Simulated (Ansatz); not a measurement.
Ni:

```
Ni
1.0
     0.00000    1.73757    1.73757
     1.73757    0.00000    1.73757
     1.73757    1.73757    0.00000
Ni
1
Direct
  0.00000 0.00000 0.00000
```

Base run:

* Program: Ansatz 0.2.0
* Functional: PBE
* Potentials or basis: all-electron LAPW, scalar-relativistic
* Cutoff: 320 eV (chosen from the basis error)
* Basis error allowed: 0.001 eV/atom
* k mesh: 13 × 13 × 13
* Occupations: fermi-dirac, width 0.05 eV
* Spin: collinear spin, ferromagnetic start
* Starting moments: [1.0] μB

Its results: pressure 8.1 GPa; net moment 0.63 μB per cell; site moments Ni +0.65 μB.

Problem. The run is repeated on the same cell with these changes: functional from PBE to LDA. What comes out?

Solution. Pressure -10.3 GPa; net moment 0.62 μB per cell; site moments Ni +0.64 μB.

LDA binds more tightly than PBE, so the same cell stands under less pressure.
